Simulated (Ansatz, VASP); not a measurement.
# Cross-check of MgO between VASP and Ansatz, part 2 of 2

Aim: how closely do two programs agree when they are given the same cell, functional and k mesh? The cell is taken from a series of VASP runs on this material, whose earlier steps may have relaxed, scaled or displaced it; both programs get it as it stands.

VASP 6.6.1 and Ansatz 0.2.0.

So far: The structure; VASP: band structure, HSE06.

## 3. Ansatz: band structure, HSE06

Level of this step: Ansatz beside VASP: Kohn-Sham DFT, plane waves, HSE06 (Ansatz).

Ansatz runs on its default PAW (the set named soft_2) files.

The same cell, functional, mesh and smearing now go to Ansatz, which takes its cutoff from its data sets.

Input file input.yaml:

```yaml
crystal:
  lattice:
    - [0.0, 2.1006853663, 2.1006853663]
    - [2.1006853663, 0.0, 2.1006853663]
    - [2.1006853663, 2.1006853663, 0.0]
  atoms:
    - { symbol: Mg, position: [0.0, 0.0, 0.0] }
    - { symbol: O, position: [0.5, 0.5, 0.5] }
hamiltonian:
  xc: { exchange: pbe, correlation: pbe, exx: { coeff: 0.25, omega: 0.2 } }
  pseudopotentials: { kind: paw }
kpoints:
  mp_grid: { grid: [6, 6, 6] }
  band_path:
    path:
      - [0.0, 0.0, 0.0]
      - [0.5, 0.0, 0.5]
      - [0.5, 0.2, 0.7]
      - [0.4, 0.35, 0.75]
      - [0.15, 0.15, 0.3]
      - [0.2, 0.2, 0.2]
      - [0.55, 0.4, 0.55]
      - [0.6, 0.25, 0.65]
      - [0.5, 0.25, 0.75]
      - [0.5, 0.5, 0.5]
      - [0.375, 0.375, 0.75]
      - [0.5, 0.0, 0.5]
    npoints: 1
scf:
  occupations: { method: gaussian, width: 0.05 }
  n_extra_bands: 7
output:
  forces: true
  stress: true
  eigenvalues: true
  write_density: true
  write_potential: true
  elf: true
  volumetric_format: npy
```

On the command line:

```bash
ansatz run input.yaml --threads 4 --pin off --max-ram 9216MiB --backend cpu --events-out ev --progress --plain --runs-dir out
```

Numbers of over 12 decimals in the logs are rounded to 6 here.

The program printed:

```text
Warning: output.stress: scf.convergence.dr2_threshold = 1e-7 eV (the SCF's general default) is looser than the 2e-10 eV advised for a printed stress (1e-10 eV for each atom of the cell: 2). What an SCF threshold leaves in a stress goes as its square root, and in the free energy as the threshold itself, and one threshold admits the most on a small cell: [figures from the program's tests cut] Set scf.convergence.dr2_threshold to 2e-10 eV or tighter. The threshold is an SCF's pass mark: one that does not reach it within its budget of iterations ends unconverged, or closes short of it on a stop that the run arms, and scf.convergence.dr2_threshold's page says what that costs each kind of run
Warning: output.stress: scf.exx.energy_threshold = 1e-6 eV is looser than the 2e-8 eV advised for a stress under a hybrid functional (1e-8 eV for each atom of the cell: 2). Every SCF of the exchange loop can meet its threshold on dr2 while the loop round them stops early: no threshold on dr2 bounds what that leaves in the stress. Set scf.exx.energy_threshold to 2e-8 eV or tighter. The threshold is the loop's pass mark: a loop that does not reach it within its budget of cycles ends unconverged, and scf.exx.energy_threshold's page has the law
scf.n_extra_bands = 7 over 8 filled bands (N_el = 16.0): the run solves 15 bands
Engine: ansatz 0.2.0, aarch64-unknown-linux-gnu
Pseudopotentials: kind: paw
Pseudopotential: Mg, paw, valence charge 10, recommended cutoff 420 eV (normal), Mg.paw.azcp
Pseudopotential: O, paw, valence charge 6, recommended cutoff 420 eV (normal), O.paw.azcp
Functional definition: unnamed
  parameter a_1 = 0.25
  parameter omega_1 = 0.2/angstrom
  exchange = pbe_x + (-a_1)*pbe_x_sr(omega_1) + a_1*exact_x_sr(omega_1)
  correlation = pbe_c
Crystal: 2 atoms, lattice volume = 18.540 Å³
Basis set: ecut = 420 eV, 339 PW (Γ), exchange–correlation on 40×40×40 points (8 copies of the dense FFT grid, shifted against one another)
Bands: 15, of which v1, the nominal top of the filled ones, is band 8 counted from 1 (7 counted from 0)
Symmetry: 48 space group operations
Space group: Fm-3m (ITA 225), of the structure as read, at distance tolerance 2.6e-5 Å
k-points: 16 of 216
Non-local potential: Mg, projectors of the file, l = 0: 3, l = 1: 2, l = 2: 1
Non-local potential: O, projectors of the file, l = 0: 2, l = 1: 2, l = 2: 1
PAW form: soft (Blöchl's): semilocal exchange-correlation on the pseudo side does not see the compensation charge
PAW frozen core: Mg, regenerated for the run's functional, and the local potential with it (the file was generated under x = pbe(κ = 0.804, μ = 0.219515), c = pbe(β = 0.066725))
PAW frozen core: O, regenerated for the run's functional, and the local potential with it (the file was generated under x = pbe(κ = 0.804, μ = 0.219515), c = pbe(β = 0.066725))
PAW one-centre angular grid: Mg, 110 points (default); XC on 96 Gauss nodes
PAW one-centre angular grid: O, 110 points (default); XC on 96 Gauss nodes
Initial density: superposition of atomic densities (neutral atoms: chi_scale 0, normalization atom), corrected by the library's trained network
Initial wavefunctions: pseudopotential atomic-orbital guess
Functional: x = pbe(κ = 0.804, μ = 0.219515), c = pbe(β = 0.066725), warm-up for x = pbe(κ = 0.804, μ = 0.219515) + 0.25 (exact − pbe) at short range (hse, ω = 0.2 Å⁻¹), c = pbe(β = 0.066725)
SCF iter   1: F=—  HF=-2494.126618 eV  |F-HF|=—  |Δ(HF+E_count)|=         —  Δρ=6.79e-4  dr2=3.21e-5  ethr=1.77e-3  ⟨swp⟩=2.2  Hψ=1563  notcnv=0
preconditioner: auto → none  [insulator: Δε(μ)=4.814 eV  Ē_g=22.764 eV  σ=0.050 eV  W_gap=1.00  n_scr=8 (ndim 8)  ℏωp=24.4 eV  f_vac=0.000  D(μ)=0.00/eV (n_scr^D=0)]
SCF iter   2: F=-2494.126768 eV  HF=-2494.126730 eV  |F-HF|=3.78e-5  |Δ(HF+E_count)|=   1.12e-4  Δρ=3.16e-4  dr2=5.32e-6  ethr=2.01e-7  ⟨swp⟩=2.8  Hψ=391  notcnv=0  defer=5
SCF 1 stopped early in 2 iterations: F = -2494.126768 eV  dr2 = 5.32e-6
  greatest PAW one-centre occupation: 1.000 electrons in one spin orbital (limit 2), on the Mg atom at site 0 (counted from 0), in its partial waves of l = 0
Initial density: handed on by an earlier stage of this run
Initial wavefunctions: those handed on with the density
Functional: x = pbe(κ = 0.804, μ = 0.219515) + 0.25 (exact − pbe) at short range (hse, ω = 0.2 Å⁻¹), c = pbe(β = 0.066725)
Exchange kernel: α = 0.2500, screened, ω = 0.2000 Å⁻¹, Wigner–Seitz truncation, v(0) = 1118.0932 eV·Å³, q-mesh 6×6×6, nearest image of the exchange supercell L = 17.82 Å, pair-density grid 12×12×12, without the augmentation charges, whose exchange is taken in its separable form by FFT convolution over the k-point mesh (sized by the pseudopotential files, 18×18×18 at the most), smooth part of the exact exchange by density-matrix convolution
Frozen-core exchange: fock
SCF iter   1: F=—  HF=-2494.351472 eV  |F-HF|=—  |Δ(HF+E_count)|=         —  Δρ=7.79e-3  dr2=5.60e-3  ethr=3.32e-7  ⟨swp⟩=6.1  Hψ=1114  notcnv=0
preconditioner: auto → none  [insulator: Δε(μ)=6.549 eV  Ē_g=25.437 eV  σ=0.050 eV  W_gap=1.00  n_scr=8 (ndim 8)  ℏωp=24.4 eV  f_vac=0.000  D(μ)=0.00/eV (n_scr^D=0)]
SCF iter   2: F=—  HF=-2494.349211 eV  |F-HF|=—  |Δ(HF+E_count)|=   2.26e-3  Δρ=3.77e-3  dr2=1.16e-3  ethr=3.32e-7  ⟨swp⟩=3.0  Hψ=496  notcnv=0
SCF iter   3: F=—  HF=-2494.351951 eV  |F-HF|=—  |Δ(HF+E_count)|=   2.74e-3  Δρ=1.43e-3  dr2=4.24e-4  ethr=3.32e-7  ⟨swp⟩=3.5  Hψ=509  notcnv=0
SCF iter   4: F=—  HF=-2494.351849 eV  |F-HF|=—  |Δ(HF+E_count)|=   1.02e-4  Δρ=6.42e-4  dr2=6.90e-5  ethr=3.32e-7  ⟨swp⟩=3.8  Hψ=457  notcnv=0
iter 5 solved again at ethr=3.95e-9 eV; its pass at ethr=3.32e-7 eV (dr2=6.32e-7 eV) is discarded
SCF iter   5: F=—  HF=-2494.351832 eV  |F-HF|=—  |Δ(HF+E_count)|=   1.77e-5  Δρ=8.91e-5  dr2=3.64e-6  ethr=3.95e-9  ⟨swp⟩=3.3  Hψ=961  notcnv=0  defer=4
SCF iter   6: F=-2494.351849 eV  HF=-2494.351852 eV  |F-HF|=3.69e-6  |Δ(HF+E_count)|=   2.06e-5  Δρ=9.13e-5  dr2=1.79e-6  ethr=3.74e-9  ⟨swp⟩=3.2  Hψ=455  notcnv=0
SCF 2 stopped early in 6 iterations: F = -2494.351849 eV  dr2 = 1.79e-6
hybrid outer 1: dexx = +3.375e-3 eV, tail = 3.60e-5 eV
Exchange kernel: α = 0.2500, screened, ω = 0.2000 Å⁻¹, Wigner–Seitz truncation, v(0) = 1118.0932 eV·Å³, q-mesh 6×6×6, nearest image of the exchange supercell L = 17.82 Å, pair-density grid 12×12×12, without the augmentation charges, whose exchange is taken in its separable form by FFT convolution over the k-point mesh (sized by the pseudopotential files, 18×18×18 at the most), smooth part of the exact exchange by density-matrix convolution
Frozen-core exchange: fock
SCF iter   1: F=—  HF=-2494.351820 eV  |F-HF|=—  |Δ(HF+E_count)|=         —  Δρ=7.46e-5  dr2=8.96e-7  ethr=1.13e-6  ⟨swp⟩=2.4  Hψ=486  notcnv=0
preconditioner: auto → none  [insulator: Δε(μ)=6.589 eV  Ē_g=25.423 eV  σ=0.050 eV  W_gap=1.00  n_scr=8 (ndim 8)  ℏωp=24.4 eV  f_vac=0.000  D(μ)=0.00/eV (n_scr^D=0)]
SCF iter   2: F=—  HF=-2494.351819 eV  |F-HF|=—  |Δ(HF+E_count)|=   3.13e-7  Δρ=1.51e-5  dr2=3.59e-8  ethr=5.44e-9  ⟨swp⟩=3.1  Hψ=469  notcnv=0
SCF iter   3: F=—  HF=-2494.351819 eV  |F-HF|=—  |Δ(HF+E_count)|=   1.45e-7  Δρ=1.07e-5  dr2=1.65e-8  ethr=7.77e-11  ⟨swp⟩=3.9  Hψ=646  notcnv=0  defer=1
SCF iter   4: F=-2494.351819 eV  HF=-2494.351819 eV  |F-HF|=1.50e-11  |Δ(HF+E_count)|=   5.49e-9  Δρ=6.01e-7  dr2=1.88e-10  ethr=7.77e-11  ⟨swp⟩=3.0  Hψ=416  notcnv=0
SCF 3 converged in 4 iterations: F = -2494.351819 eV  dr2 = 1.88e-10
  Residual-converged pass: ⟨swp⟩=2.6  Hψ=377  notcnv=0  max |occ|·‖R‖ = 2.4e-6 eV (tolerance 2.4e-6 eV)  dr2=1.87e-10  dr2_onsite=1.03e-11  max |Δocc| = 0.0e0
hybrid outer 2: dexx = +1.172e-7 eV, tail = 8.75e-9 eV, Δε = 3.49e-3 eV (about 1.21e-4 eV left of the loop's levels)
NSCF: frozen V_eff on 12 k-points
hybrid SCF converged: 2 outer / 10 inner (+2 warm-up), last move |dexx| = 1.17e-7 eV, tail = 8.75e-9 eV
Stability not checked: this state was not tested for a lower state beside it, because the functional holds exact exchange (a hybrid, or Hartree-Fock), whose exchange loop this test does not read (fock_operator; see scf.lower_state_search)
Free energy (F): -2494.351819 eV
Frozen-core exchange: fock
Harris-Foulkes:  -2494.351819 eV  (|F-HF|=1.50e-11)
Internal energy: -2494.351819 eV  (E = F + TS)
E sigma→0 (E₀):  -2494.351819 eV
Fermi energy:    10.254168 eV
--- Per-component energies (eV) ---
  E_band       = -338.664384
  E_kinetic    = 257.054153
  E_local      = -1597.945998  (includes V_loc(G=0)·N_el)
  E_nonlocal   = 141.099492
  E_hartree    = 553.616974
  E_xc         = -84.797338
  E_vxc        = -107.705187  (∫ρ·V_xc dr)
  E_exx        = -71.772685  (= α·E_x^exact, valence–valence)
  E_paw        = -398.899604  (= ΣΔE_a)
  E_vpaw       = 5.142103  (= ΣTr[D̂ρ^β])
  E_aug_tail   = 0.002496  (compensation charges beyond the density's cutoff)
  E_ewald      = -1292.647755
  E_core_change = -0.061555  (= ΣΔE_core)
  E_smearing   = -0.000000  (= −TS)
  E_closure    = 0.000000  (closes the sum)
  Σ components = -2494.351819   (vs F -2494.351819, Δ=0.00e0)
--- Forces (eV/Å), atoms counted from 1 ---
  atom   1  Mg    -0.00000000     0.00000000     0.00000000
  atom   2  O      0.00000000     0.00000000     0.00000000
  max |Σ_I F_I| component: 2.04e-29 eV/Å
--- Stress (GPa, compression-positive) ---
       -0.010363       0.000000       0.000000
        0.000000      -0.010363      -0.000000
       -0.000000      -0.000000      -0.010363
  P = ⅓ Tr σ = -0.0104 GPa (-0.104 kbar)
--- Band table (eV; the first three rows and the last of 16) ---
  k-point 0: bands = [... 4 lower, -11.8956, 6.9599, 6.9599, 6.9599, 13.5480, 24.8179, 24.8179, 24.8179, ... 3 higher]
  k-point 1: bands = [... 4 lower, -11.5845, 5.3942, 6.7682, 6.7682, 15.0093, 22.4483, 25.4364, 25.4364, ... 3 higher]
  k-point 2: bands = [... 4 lower, -10.8888, 3.0446, 6.4091, 6.4091, 16.5600, 21.4899, 25.7189, 25.7189, ... 3 higher]
  k-point 15: bands = [... 4 lower, -10.2063, 3.1418, 4.5515, 5.1604, 19.4520, 20.5441, 21.7022, 25.8592, ... 3 higher]
```

Elapsed: 6.9 s, on 4 threads of Arm Neoverse V2, shared host; peak memory 0.54 GiB; 24 s of CPU time.

## 4. Side by side

Known differences besides the potentials themselves: exact exchange at q = 0 is treated differently, which shows on coarse meshes; VASP keeps PBE cores, Ansatz makes them for the functional; the data sets hold 16 valence electrons in Ansatz (default PAW (the set named soft_2) files) and 8 in VASP; the cutoff is 420 eV in Ansatz and 520 eV in VASP; VASP takes a coarser grid for exact exchange (PRECFOCK = Fast). Total energies have different zeros and are not compared.

The two programs side by side:

| quantity | Ansatz | VASP | difference |
| --- | --- | --- | --- |
| gap over the path points (eV) | 6.588 | 6.543 | +0.045 |

Levels at points of the path, from each program's valence-band top (eV; 3 filled, then empty):

| k (reciprocal lattice) | Ansatz | VASP |
| --- | --- | --- |
| 0.000 0.000 0.000 | 0.00 0.00 0.00 6.59 17.86 | 0.00 0.00 0.00 6.54 17.82 |
| 0.500 0.000 0.500 | -4.38 -1.47 -1.47 10.91 12.05 | -4.42 -1.48 -1.48 10.89 11.96 |
| 0.500 0.200 0.700 | -3.58 -2.72 -1.86 13.01 14.05 | -3.61 -2.74 -1.87 12.99 13.96 |
| 0.400 0.350 0.750 | -3.72 -2.90 -1.31 12.13 14.01 | -3.75 -2.91 -1.32 12.10 13.93 |
| 0.150 0.150 0.300 | -2.46 -0.82 -0.29 9.27 14.44 | -2.47 -0.82 -0.29 9.23 14.42 |
| 0.200 0.200 0.200 | -2.06 -0.26 -0.26 8.47 15.07 | -2.07 -0.26 -0.26 8.43 15.05 |
| 0.550 0.400 0.550 | -4.62 -1.51 -0.86 10.79 14.75 | -4.64 -1.52 -0.86 10.76 14.72 |
| 0.600 0.250 0.650 | -3.72 -2.90 -1.31 12.13 14.01 | -3.75 -2.91 -1.32 12.10 13.93 |
| 0.500 0.250 0.750 | -3.17 -3.17 -1.91 13.76 13.76 | -3.19 -3.19 -1.91 13.74 13.74 |
| 0.500 0.500 0.500 | -4.95 -0.72 -0.72 9.78 15.01 | -4.97 -0.72 -0.72 9.74 14.98 |

Among the levels compared at these points, filled levels agree within 35 meV and empty ones within 88 meV.

## 5. Outcome

```yaml
difference_in_gap_over_the_path_points_band_structure_hse06: 0.045 eV
```

In words: The difference in gap over the path points is 0.045 eV (band structure, HSE06), within the 0.08 eV picked in this series as the mark of a large difference. How closely two codes agree says nothing of how well the functional describes the real material.

[Lines on the potential files, build, host, timing and source positions are cut from VASP's logs without a mark.]

[Logs are printed without paths, hosts, clocks, repeated set-up lines and the standing remarks that a program may print on its own settings, such as how far it seeks lower states.]

[Hosts, paths, dates, database ids (printed as entryN), source tags and the programs' standing remarks are cut or masked in the printed files.]
